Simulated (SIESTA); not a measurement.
# Tc under changes of volume

One of the cells (14.248 Å³/atom); the others are scaled copies at fixed shape and fractional positions:

```
Tc
1.0
     2.73936    0.00000    0.00000
    -1.36968    2.37235    0.00000
     0.00000    0.00000    8.76968
Tc
4
Direct
  0.66667 0.33333 0.75000
  0.00000 0.00000 0.50000
  0.33333 0.66667 0.25000
  0.00000 0.00000 0.00000
```

- Program: SIESTA 5.4.2
- Functional: LDA
- Potentials or basis: PseudoDojo 0.4 standard (LDA files)
- Basis: DZP (energy shift 0.003 Ry; two zetas on semicore shells)
- Grid cutoff: 800 Ry
- Energy shift: 0.003 Ry
- k mesh: 11 × 11 × 3
- Occupations: fermi-dirac, width 0.05 eV
- Spin: no spin polarisation

```tsv
volume (Å³/atom)	energy over the lowest point (meV/atom)	pressure (GPa)
13.393	28.98	16.0
13.678	7.57	8.0
13.963	0.00	0.7
14.248	4.63	-5.9
14.533	?	?
14.818	45.86	-16.9
15.103	80.19	-21.7
```

Q: What does the run at 14.533 Å³/atom give?

A: Energy over the lowest point 20.27 meV/atom; pressure -11.7 GPa.

Worked out: A Birch-Murnaghan fit of order 3 (a polynomial in V^(-2/3)) to the other rows has its minimum at 13.99 Å³/atom with B0 = V·E''(V) = 335 GPa and B' = 4.5 at fixed shape and positions, which overstates the stiffness. It gives 20.33 meV/atom at 14.533 Å³/atom, against the run's 20.27, and -dE/dV = -11.7 GPa, against -11.7.

Energies are extrapolated to zero smearing.

Caveats: the basis of atomic orbitals isn't converged, which shifts pressures, moduli and gaps.
